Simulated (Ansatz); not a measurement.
Wires are cut from relaxed bulk C (Fd-3m, 5.69 Å³/atom, gap on the mesh 4.15 eV); atoms and period are relaxed, and energies count from that bulk. Caps count from half an H2 molecule.

Level of theory: DFT PBE, scalar-relativistic, plane waves, PAW (Ansatz).

Settings: cutoff 420 eV, Γ-centred mesh 1×1×13 on the computed 22-atom cell, Gaussian smearing of 0.05 eV; no spin polarisation.

Start ([110] wire, 12 host atoms a period with H caps):

```xyz
22
Lattice="14.6000 0.0000 0.0000 0.0000 16.8000 0.0000 0.0000 0.0000 2.5254" Properties=species:S:1:pos:R:3 pbc="T T T"
C     7.9314   11.5250    0.0000
C     7.9314    7.9536    0.0000
C     9.1941    8.8464    0.0000
C     6.6686    9.7393    1.2627
C     6.6686    6.1678    1.2627
C     7.9314   10.6322    1.2627
C     7.9314    7.0607    1.2627
C     9.1941    9.7393    1.2627
C     5.4059    7.0607    1.2627
C     5.4059    7.9536    2.5254
C     6.6686    8.8464    2.5254
C     6.6686    5.2750    2.5254
H     8.8213   12.1544    0.0000
H     7.0414   12.1544    2.5254
H    10.0840    8.2171    0.0000
H     5.7787   10.3686    1.2627
H     8.8213    6.4314    1.2627
H    10.0840   10.3686    1.2627
H     4.5160    6.4314    1.2627
H     4.5160    8.5829    2.5254
H     7.5586    4.6456    2.5254
H     5.7787    4.6456    2.5254
```

Question: Give the relaxed structure and its energy.

Answer: The free energy falls by 5 meV/atom.

```
excess energy (eV per host atom)                      : -0.275
line energy (eV/Å)                                    : -1.302
period (Å)                                            : 2.536
gap on the mesh (eV)                                  : 3.90
highest filled level or Fermi level under vacuum (eV) : 4.69
```

Relaxed structure:
```xyz
22
Lattice="14.6000 0.0000 0.0000 0.0000 16.8000 0.0000 0.0000 0.0000 2.5364" Properties=species:S:1:pos:R:3 pbc="T T T"
C     7.9323   11.5104    0.0000
C     7.9352    7.9477    0.0000
C     9.1781    8.8620    0.0000
C     6.6883    9.7291    1.2682
C     6.6670    6.1513    1.2682
C     7.9330   10.6487    1.2682
C     7.9117    7.0709    1.2682
C     9.1798    9.7282    1.2682
C     5.4202    7.0718    1.2682
C     5.4219    7.9380    2.5364
C     6.6648    8.8523    2.5364
C     6.6677    5.2896    2.5364
H     8.8180   12.1708    0.0000
H     7.0460   12.1698    2.5364
H    10.0808    8.2220    0.0000
H     5.7815   10.3667    1.2682
H     8.8185    6.4333    1.2682
H    10.0842   10.3654    1.2682
H     4.5158    6.4346    1.2682
H     4.5192    8.5780    2.5364
H     7.5540    4.6302    2.5364
H     5.7820    4.6292    2.5364
```

An odd mesh misses points on the zone edge, so a gap read on it can be too wide.

Each run keeps its start's symmetry and one magnetic start, so lower states can exist.

It took 33 s on 4 threads of Arm Neoverse V2, on a shared host, peak memory 1.2 GiB.